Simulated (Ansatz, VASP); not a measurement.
# One calculation of AlN, two programs

File INCAR:

```
PREC     = Accurate       # precision mode
ENCUT    = 520            # plane-wave cutoff, eV
EDIFF    = 1E-7           # SCF threshold, eV
ISMEAR   = -1             # smearing method
SIGMA    = 0.05           # smearing width, eV
LREAL    = F              # projectors in reciprocal space
LASPH    = T              # aspherical terms in the spheres
NELM     = 80             # most SCF steps
ALGO     = Normal         # electronic algorithm
ISIF     = 2              # what is computed and relaxed
LWAVE    = F              # write WAVECAR
LCHARG   = F              # write CHGCAR
GGA      = CA             # functional
NBANDS   = 11             # bands
```

KPOINTS

```
Automatic mesh
0
Gamma
  11 11 11
```

Contents of POSCAR:

```
AlN
1.0
    0.0000000000      2.0345180000      2.0345180000
    2.0345180000      0.0000000000      2.0345180000
    2.0345180000      2.0345180000      0.0000000000
Al N
1 1
Direct
    0.5000000000      0.5000000000      0.5000000000
    0.0000000000      0.0000000000      0.0000000000
```

The input input.yaml:

```yaml
crystal:
  lattice:
    - [0.0, 2.034518, 2.034518]
    - [2.034518, 0.0, 2.034518]
    - [2.034518, 2.034518, 0.0]
  atoms:
    - { symbol: Al, position: [0.5, 0.5, 0.5] }
    - { symbol: "N", position: [0.0, 0.0, 0.0] }
hamiltonian:
  xc: lda
  pseudopotentials: { kind: paw }
kpoints:
  mp_grid: { grid: [11, 11, 11] }
  band_path:
    path:
      - [[0.0, 0.0, 0.0], [0.5, 0.0, 0.5], [0.5, 0.25, 0.75], [0.375, 0.375, 0.75], [0.0, 0.0, 0.0], [0.5, 0.5, 0.5], [0.625, 0.25, 0.625], [0.5, 0.25, 0.75], [0.5, 0.5, 0.5], [0.375, 0.375, 0.75]]
      - [[0.625, 0.25, 0.625], [0.5, 0.0, 0.5]]
    npoints: 14
scf:
  occupations: { method: fermi_dirac, width: 0.05 }
  n_extra_bands: 6
output:
  forces: true
  stress: true
  eigenvalues: true
  fatbands: false
```

Measurements of this composition are mostly on another form, of space group No. 186.

Alike in both runs: functional LDA; k mesh 11 × 11 × 11; occupations fermi-dirac, width 0.05 eV; no spin polarisation.

|  | VASP | Ansatz |
| --- | --- | --- |
| version | VASP 6.6.1 | Ansatz 0.2.0 |
| potentials or method | VASP PAW LDA potentials, release 64 (Al, N) | Ansatz PAW |
| plane-wave cutoff (eV) | 520 | 420 |
| valence electrons in the cell | 8 | 8 |
| task | single point | band structure |

Ansatz gave:

```
gap on the k mesh at the Fermi level (eV) : 4.42
least direct gap on the mesh (eV)         : 5.48
pressure (GPa)                            : -11.0
```

Which values does VASP return?

gap on the k mesh at the Fermi level (eV): 4.41; least direct gap on the mesh (eV): 5.50; pressure (GPa): -10.4.

Caveats: an odd mesh through Γ misses points on the zone boundary, where band edges often lie (VASP); the k mesh misses the band edges, so the gap on the mesh is wider than the one along the path (Ansatz); the pressure holds a Pulay correction of +0.7 GPa for the finite cutoff (Ansatz); the PAW data sets come from PBE, with cores solved anew for the run's functional, which leaves a small shift of forces and pressure (Ansatz).
